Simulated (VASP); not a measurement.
Input of a VASP 6.6.1 run:

INCAR

```
SYSTEM = SiC
  PREC = Accurate
  ENCUT = 600
  EDIFF = 1E-8
  ISMEAR = 0
  SIGMA = 0.02
  LREAL = .False.
  LASPH = .True.
  NELM = 60
  ALGO = Fast
  ISIF = 2
  LWAVE = .False.
  LCHARG = .False.
  LEPSILON = .True.
  IBRION = 8
  NSW = 1
```

The input KPOINTS:

```
Automatic mesh
0
Gamma
  4 4 4
  0 0 0
```

The input POSCAR:

```
SiC
1.0
    0.0000000000      2.1652800000      2.1652800000
    2.1652800000      0.0000000000      2.1652800000
    2.1652800000      2.1652800000      0.0000000000
Si C
1 1
Direct
    0.7500000000      0.7500000000      0.7500000000
    0.0000000000      0.0000000000      0.0000000000
```

Potentials or basis: VASP PAW LDA potentials, release 64 (Si, C).

Launch:

```bash
$ cat potpaw_LDA.64/Si/POTCAR potpaw_LDA.64/C/POTCAR > POTCAR
$ mpirun -np 1 vasp_std > vasp.out
```

(1) Estimate the electronic dielectric tensor (diagonal).

(2) Predict the Born charges (mean of the diagonal).

(3) What does it give for the band gap on the k mesh?

Answers

(1) 9.42.

(2) Si +2.95; C -2.95 e.

(3) 1.23 eV, indirect (least direct gap 4.48 eV).

Caveat: the k mesh is coarse (spacing up to 0.63 Å⁻¹), so the values aren't converged.
